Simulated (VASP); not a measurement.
Set up this calculation in VASP 6.6.1, as the native input.

- Task: single point
- Functional: PBE
- Potentials or basis: VASP PAW PBE potentials, release 64 (Pb_d, S)
- Cutoff: 520 eV
- k mesh: 12 × 12 × 12
- Occupations: gaussian, width 0.1 eV
- Spin: no spin polarisation
- Dipole correction: no
- Further INCAR settings: ALGO = Normal; EDIFF = 1e-06; NBANDS = 17

The structure of PbS lies in POSCAR:

```
PbS
1.0
    3.9388696360      0.0000000000      0.0000000000
   -1.9694348180      3.4111611670      0.0000000000
    0.0000000000      0.0000000000      3.8757494210
Pb S
1 1
Direct
    0.0000000000      0.0000000000      0.0000000000
    0.6666666700      0.3333333300      0.5000000000
```

Measurements of this composition are mostly on another form, of space group No. 225.

The cell isn't the ideal one: strained and moved within the space group.

These files were run (other wordings do the same):

INCAR

```
SYSTEM = PbS
PREC = Accurate ; ENCUT = 520
EDIFF = 1E-6 ; ISMEAR = 0
SIGMA = 0.1 ; LREAL = .FALSE.
LASPH = .TRUE. ; NELM = 100
ALGO = Normal ; ISIF = 2
LWAVE = .FALSE. ; LCHARG = .FALSE.
GGA = PE ; NBANDS = 17
```

KPOINTS

```
Automatic mesh
0
G
  12 12 12
  0 0 0
```

Potentials or basis: VASP PAW PBE potentials, release 64 (Pb_d, S).

The run is started by

```console
$ cat potpaw_PBE.64/Pb_d/POTCAR potpaw_PBE.64/S/POTCAR > POTCAR
$ mpirun -np 1 vasp_std > vasp.out
```

It gave:

```yaml
Pressure: 1.8 GPa
Band_gap_on_the_k_mesh: none (metal or under the smearing width)
```

Run time: 68 s on 1 thread of Intel(R) Xeon(R) Platinum 8488C (Sapphire Rapids), with other jobs on the host, peak memory 0.25 GiB.
